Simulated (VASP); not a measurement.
These are rev-vdW-DF2, VASP's PBE PAW potentials (set 64) (plane waves; VASP) values and carry that method's errors.

A VASP calculation is set up with these files.

### KPOINTS
```
k-points along high-symmetry lines
15
Line-mode
Reciprocal
  0.000000   0.000000   0.000000 ! GAMMA
  0.500000  -0.000000   0.500000 ! X

  0.500000  -0.000000   0.500000 ! X
  0.625000   0.250000   0.625000 ! U

  0.375000   0.375000   0.750000 ! K
  0.000000   0.000000   0.000000 ! GAMMA

  0.000000   0.000000   0.000000 ! GAMMA
  0.500000   0.500000   0.500000 ! L

  0.500000   0.500000   0.500000 ! L
  0.500000   0.250000   0.750000 ! W

  0.500000   0.250000   0.750000 ! W
  0.500000  -0.000000   0.500000 ! X
```

INCAR:
```
AGGAC  =  0.0
ALGO  =  Normal
EDIFF  =  1E-7
ENCUT  =  520
GGA  =  MK
ICHARG  =  11
ISMEAR  =  0
LASPH  =  T
LCHARG  =  F
LORBIT  =  11
LREAL  =  F
LUSE_VDW  =  T
LWAVE  =  F
NELM  =  100
PARAM1  =  0.1234568
PARAM2  =  0.7114
PREC  =  Accurate
SIGMA  =  0.05
SYSTEM  =  CaF2
ZAB_VDW  =  -1.8867
```

### POSCAR
```
CaF2
1
    0.0000000000     2.7331424553     2.7331424553
    2.7331424553     0.0000000000     2.7331424553
    2.7331424553     2.7331424553     0.0000000000
Ca F
1 2
Direct
  0.0000000000   0.0000000000   0.0000000000
  0.2500000000   0.2500000000   0.2500000000
  0.7500000000   0.7500000000   0.7500000000
```

POTCAR, in this order: Ca_sv F (PBE.64 set). Program: vasp_std. Read from the step before: CHGCAR.

The resulting files:

OSZICAR:
```
       N       E                     dE             d eps       ncg     rms          rms(c)
DAV:   1     0.219547764575E+03    0.21955E+03   -0.13860E+04  2880   0.152E+03
DAV:   2    -0.317990734285E+01   -0.22273E+03   -0.21787E+03  3808   0.382E+02
DAV:   3    -0.117359293752E+02   -0.85560E+01   -0.85494E+01  3208   0.846E+01
DAV:   4    -0.120825706096E+02   -0.34664E+00   -0.34658E+00  5032   0.127E+01
DAV:   5    -0.120846502775E+02   -0.20797E-02   -0.20797E-02  3176   0.103E+00
DAV:   6    -0.120847085748E+02   -0.58297E-04   -0.58297E-04  4504   0.974E-02
DAV:   7    -0.120847091190E+02   -0.54415E-06   -0.54411E-06  3480   0.136E-02
DAV:   8    -0.120847091326E+02   -0.13622E-07   -0.13642E-07  3920   0.151E-03
   1 F= -.12084709E+02 E0= -.12084709E+02  d E =-.597226E-19
```

**OUTCAR**
```
 val. band max:       -1.1740077398   @ k =   0.5000   0.0000   0.5000

 cond. band min:       5.9489930202   @ k =   0.0000   0.0000   0.0000



 k-point     1 :       0.0000    0.0000    0.0000
  band No.  band energies     occupation
      1     -37.0347      2.00000
      2     -20.9584      2.00000
      3     -20.1787      2.00000
      4     -18.0574      2.00000
      5     -18.0574      2.00000
      6     -18.0574      2.00000
      7      -3.2792      2.00000
      8      -3.2792      2.00000
      9      -3.2792      2.00000
     10      -1.4326      2.00000
     11      -1.4325      2.00000
     12      -1.4325      2.00000
     13       5.9490      0.00000
     14       7.9721      0.00000
     15       7.9721      0.00000
     16      10.0530      0.00000

 k-point     2 :       0.0357    0.0000    0.0357
  band No.  band energies     occupation
      1     -37.0342      2.00000
      2     -20.9643      2.00000
      3     -20.1827      2.00000
      4     -18.0587      2.00000
      5     -18.0587      2.00000
      6     -18.0483      2.00000
      7      -3.2754      2.00000
      8      -3.2754      2.00000
      9      -3.2565      2.00000
     10      -1.4725      2.00000
     11      -1.4315      2.00000
     12      -1.4315      2.00000
     13       5.9951      0.00000
     14       7.9688      0.00000
     15       7.9822      0.00000
     16      10.0389      0.00000

 k-point     3 :       0.0714    0.0000    0.0714
  band No.  band energies     occupation
      1     -37.0325      2.00000
      2     -20.9793      2.00000
      3     -20.1945      2.00000
      4     -18.0626      2.00000
      5     -18.0626      2.00000
      6     -18.0215      2.00000
      7      -3.2640      2.00000
      8      -3.2640      2.00000
      9      -3.1894      2.00000
     10      -1.5881      2.00000
     11      -1.4285      2.00000
     12      -1.4285      2.00000
     13       6.1306      0.00000
     14       7.9578      0.00000
...
```

The density is held fixed in this step, so its total energy and stress have no physical meaning.

The compound is CaF2 in the fluorite structure. It was relaxed first.
